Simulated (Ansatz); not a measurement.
Cubic perovskite LaAlO3 (cubic high-temperature phase), treated with PBEsol (Ansatz, a quantum-chemistry and plane-wave program, plane waves, PAW).

Run with plane-wave cutoff 560 eV, 6×6×6 k mesh, perturbation theory, scalar-relativistic PAW data made under PBE.

Cell (relaxed at this level):

```
AlLaO3
1.0
    3.77169     0.00000     0.00000
    0.00000     3.77169     0.00000
    0.00000     0.00000     3.77169
La Al O
1 1 3
Cartesian
  0.00000   0.00000   0.00000
  1.88585   1.88585   1.88585
  1.88585   0.00000   1.88585
  0.00000   1.88585   1.88585
  1.88585   1.88585   0.00000
```

### Question
Predict the high-frequency dielectric constant.

### Answer

- high-frequency dielectric constant: 4.87

Note: the relaxation could not lower the start's symmetry, so the cell can be a saddle point above a distorted one; the run finds an imaginary mode (127i cm⁻¹), so the cell is a saddle point at this level.

Spin–orbit coupling is not included.
